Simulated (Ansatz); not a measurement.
A calculation with Ansatz 0.2.0 of In (native input, structure typed inline):

input.yaml

```yaml
crystal:
  lattice:
    - [-1.62547, 1.62547, 2.4737]
    - [1.62547, -1.62547, 2.4737]
    - [1.62547, 1.62547, -2.4737]
  atoms:
    - { symbol: In, position: [0.0, 0.0, 0.0] }
hamiltonian:
  xc: { exchange: rpw86, correlation: pbe }
  pseudopotentials: { kind: paw }
  dispersion: rvv10
kpoints:
  mp_grid: { grid: [11, 11, 11] }
scf:
  occupations: { method: gaussian, width: 0.1 }
output:
  forces: true
  stress: true
  eigenvalues: true
```

Potentials or basis: Ansatz PAW.

Command:

```sh
$ ansatz run input.yaml --threads 2 --pin off --max-ram 5120MiB --backend cpu --events-out ev --progress --plain --runs-dir out
```

Q: Write the same calculation in another form: ASE script, structure from a CIF.

A: As run:

The input run.py:

```python
import json

import ase.io
import numpy as np
import spglib
from ase.calculators.calculator import CalculationFailed, Calculator
from ase.stress import full_3x3_to_voigt_6_stress
from ase.units import GPa

import ansatz as az

class AnsatzCalculator(Calculator):
    implemented_properties = ["energy", "free_energy", "forces", "stress", "magmom"]

    def calculate(self, atoms, properties, system_changes):
        super().calculate(atoms, properties, system_changes)
        structure = atoms.copy()
        structure.set_constraint()
        structure.set_momenta(None)
        structure.set_masses(None)
        outcome = (
            az.Crystal.from_ase(structure)
            .calculation()
            .basis(xc_grid=2)
            .kpoints(11, 11, 11)
            .functional(exchange="rpw86", correlation="pbe", dispersion="rvv10")
            .pseudopotentials(kind="paw")
            .scf(tolerance=2e-10)
            .occupations(method="gaussian", width=0.1)
            .forces()
            .stress()
            .run(threads=2)
        )
        if not outcome.report["converged"]:
            raise CalculationFailed("SCF not converged")
        report = outcome.report
        self.results = {
            "free_energy": report["lagrangian_ev"],
            "energy": report["lagrangian_ev"],
            "forces": np.array(report["forces_ev_ang"]),
            "stress": -GPa * full_3x3_to_voigt_6_stress(report["stress_gpa"]),
            "magmom": report["magnetization_mub"],
        }

np.set_printoptions(precision=5, suppress=True, linewidth=110)
atoms = ase.io.read("In.cif")
cell, frac, numbers = spglib.find_primitive((atoms.cell[:], atoms.get_scaled_positions(), atoms.numbers), symprec=1e-5)
atoms = ase.Atoms(numbers, cell=cell, scaled_positions=frac, pbc=True)
atoms.calc = AnsatzCalculator()
print(f"free energy {atoms.get_potential_energy():.6f} eV")
print("forces (eV/A)", atoms.get_forces(), sep="\n")
print("stress (GPa, Voigt, tension positive)", atoms.get_stress() / GPa, sep="\n")
print(f"moment {atoms.get_magnetic_moment():.4f} muB")
```

In.cif

```cif
data_In
_cell_length_a 3.25094000
_cell_length_b 3.25094000
_cell_length_c 4.94740000
_cell_angle_alpha 90.00000000
_cell_angle_beta 90.00000000
_cell_angle_gamma 90.00000000
_space_group_name_H-M_alt 'I4/mmm'
_space_group_name_Hall '-I 4 2'
_space_group_IT_number 139
loop_
_space_group_symop_operation_xyz
'x,y,z'
'-x,-y,-z'
'-y,x,z'
'y,-x,-z'
'-x,-y,z'
'x,y,-z'
'y,-x,z'
'-y,x,-z'
'x,-y,-z'
'-x,y,z'
'-y,-x,-z'
'y,x,z'
'-x,y,-z'
'x,-y,z'
'y,x,-z'
'-y,-x,z'
'x+1/2,y+1/2,z+1/2'
'-x+1/2,-y+1/2,-z+1/2'
'-y+1/2,x+1/2,z+1/2'
'y+1/2,-x+1/2,-z+1/2'
'-x+1/2,-y+1/2,z+1/2'
'x+1/2,y+1/2,-z+1/2'
'y+1/2,-x+1/2,z+1/2'
'-y+1/2,x+1/2,-z+1/2'
'x+1/2,-y+1/2,-z+1/2'
'-x+1/2,y+1/2,z+1/2'
'-y+1/2,-x+1/2,-z+1/2'
'y+1/2,x+1/2,z+1/2'
'-x+1/2,y+1/2,-z+1/2'
'x+1/2,-y+1/2,z+1/2'
'y+1/2,x+1/2,-z+1/2'
'-y+1/2,-x+1/2,z+1/2'
loop_
_atom_site_label
_atom_site_type_symbol
_atom_site_symmetry_multiplicity
_atom_site_Wyckoff_symbol
_atom_site_fract_x
_atom_site_fract_y
_atom_site_fract_z
_atom_site_occupancy
In1 In 2 a 0.0000000000 0.0000000000 0.0000000000 1
```

Potentials or basis: Ansatz PAW.

The run is started by

```bash
$ python run.py
```

Both were run:

|  | native input, structure typed inline | ASE script, structure from a CIF |
| --- | --- | --- |
| Pressure | 3.0 GPa | 3.0 GPa |

Keys that steer only the numerical path or the files written may differ.

Caveat: the potentials were made for another functional, which shifts forces and pressure; the thresholds are loose for stress.
